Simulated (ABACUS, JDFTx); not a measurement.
Given: the input of a run of ABACUS 3.10.1 on Hf (Hafnium). Atoms were shifted at random by some hundredths of an Å from the given cell, which wasn't relaxed again for these runs. 

Contents of INPUT:

```
INPUT_PARAMETERS
suffix              Hf
calculation         scf
basis_type          pw
pseudo_dir          ./
symmetry            1
dft_functional      pbe
ecutwfc             58
pseudo_rcut         10
nspin               1
nbands              16
ks_solver           dav
smearing_method     fd
smearing_sigma      0.00367493
scf_thr             1e-08
scf_nmax            100
mixing_type         broyden
mixing_beta         0.7
cal_force           1
cal_stress          1
out_chg             1
out_pot             2
out_elf             1
```

The input STRU:

```
ATOMIC_SPECIES
Hf 178.4900 Hf.upf

LATTICE_CONSTANT
1.8897261246

LATTICE_VECTORS
3.1967000000 0.0000000000 0.0000000000
-1.5983500000 2.7684234083 0.0000000000
0.0000000000 0.0000000000 5.0578000000

ATOMIC_POSITIONS
Direct

Hf
0.0
2
0.6707990000 0.3463000000 0.7545060000 1 1 1
0.3256540000 0.6728700000 0.2466750000 1 1 1
```

The input KPT:

```
K_POINTS
0
Gamma
10 10 5 0 0 0
```

Potentials or basis: PseudoDojo NC SR 0.4.1 PBE standard, plane waves.

Launch:

```sh
$ OMP_NUM_THREADS=1 mpirun -np 4 abacus > log
```

**Question.** Translate it to JDFTx 1.7.0 (patched build). Potentials or basis there: PseudoDojo-SR-PBE-0.5-standard, cutoff 789 eV.

**Answer.** As run (cutoffs and basis follow the program's own potentials, and thresholds, step limits or extra output files can differ):

File Hf.in:

```
lattice \
    6.0408875026    -3.0204437513     0.0000000000 \
    0.0000000000     5.2315620387     0.0000000000 \
    0.0000000000     0.0000000000     9.5578567931
coords-type Lattice
ion Hf     0.6707990000     0.3463000000     0.7545060000 1
ion Hf     0.3256540000     0.6728700000     0.2466750000 1

ion-species pseudo/Hf.upf
elec-cutoff 29
elec-ex-corr gga-PBE
kpoint-folding 10 10 5
elec-smearing Fermi 0.0018374661
elec-n-bands 18
electronic-SCF nIterations 100 energyDiffThreshold 1e-08
electronic-minimize nIterations 30 energyDiffThreshold 1e-7
converge-empty-states yes
forces-output-coords Cartesian

dump-name run.$VAR
dump End Ecomponents EigStats BandEigs Kpoints Forces Stress
```

Potentials or basis: PseudoDojo-SR-PBE-0.5-standard.

The run is started by

```console
$ jdftx -c 1 -i Hf.in -o Hf.out
```

Both were run:

|  | ABACUS | JDFTx |
| --- | --- | --- |
| Pressure | 0.7 GPa | 0.7 GPa |
| Largest force | 0.168 eV/Å | 0.168 eV/Å |
| Energy over the undisturbed cell | 2.1 meV/atom | 2.1 meV/atom |

Pressure is positive in compression.
